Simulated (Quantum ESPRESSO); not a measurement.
AlN:

```xyz
2
Lattice="0.0000 2.1840 2.1840 2.1840 0.0000 2.1840 2.1840 2.1840 0.0000" Properties=species:S:1:pos:R:3 pbc="T T T"
Al    0.0000    0.0000    0.0000
N     1.0920    1.0920    1.0920
```

Measurements of this composition are mostly on another form, of space group No. 186.

```yaml
Program: Quantum ESPRESSO 7.5
Task: single point
Functional: PBE
Potentials_or_basis: SSSP 1.3 efficiency PBE
Cutoff: 816 eV
Density_cutoff: 6531 eV
k_mesh: 10 × 10 × 10
Occupations: fermi-dirac, width 0.05 eV
Spin: no spin polarisation
```

On this cell: pressure 5.0 GPa; largest force zero by symmetry; band gap on the k mesh 3.32 eV, indirect (least direct gap 4.21 eV).

The same run follows on a disturbed copy (atoms moved at random, drawn with an rms of 0.05 Å):

```xyz
2
Lattice="0.0000 2.1840 2.1840 2.1840 0.0000 2.1840 2.1840 2.1840 0.0000" Properties=species:S:1:pos:R:3 pbc="T T T"
Al    0.0116    0.0254   -0.0123
N     1.0879    1.0695    1.1007
```

Task: What does the disturbed cell give?

Result: The energy moves by +10.6 meV/atom; pressure 5.3 GPa; largest force 0.765 eV/Å; band gap on the k mesh 3.16 eV, indirect (least direct gap 4.05 eV).

Forces in eV/Å, atoms in the order of the input:
```
Al  -0.174 -0.695  0.270
N    0.174  0.695 -0.270
```

Stress tensor (GPa, compression positive):
```
 5.50 -1.34  3.46
-1.34  5.09  0.87
 3.46  0.87  5.46
```

A k mesh can miss the band edges.
